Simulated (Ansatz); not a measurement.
Start from BaSnO3 in the cubic perovskite structure (space group Pm-3m, No. 221).

```xyz
5
Lattice="4.1216 0.0000 0.0000 0.0000 4.1216 0.0000 0.0000 0.0000 4.1216" Properties=species:S:1:pos:R:3 pbc="T T T"
Ba     0.0000     0.0000     0.0000
Sn     2.0608     2.0608     2.0608
O      0.0000     2.0608     2.0608
O      2.0608     2.0608     0.0000
O      2.0608     0.0000     2.0608
```

Cartesian axes are those of the cell as printed.

Level of theory: PBEsol (Ansatz, a quantum-chemistry and plane-wave program, PAW, without spin-orbit coupling), earlier PAW set.

For the base:

```
Property                          Value
-----------------------------  --------
Shortest interatomic distance   2.061 Å
Pressure                       0.01 GPa
Smallest direct gap             1.35 eV
```

Modification: a pure shear with ε_xy = ε_yx = -0.0319; the atoms relax in the strained cell.

Task: Predict the new energy relative to the base, shortest interatomic distance, pressure and smallest direct gap.

Result: The energy rises by 17 meV/atom; the shortest interatomic distance stays 2.061 Å; the pressure (mean of the normal stresses, compression positive) grows by 0.316 GPa, from 0.01 GPa to 0.32 GPa; the smallest direct gap decreases by 0.28 eV, from 1.35 eV to 1.07 eV.

Stability against distortions was not tested.
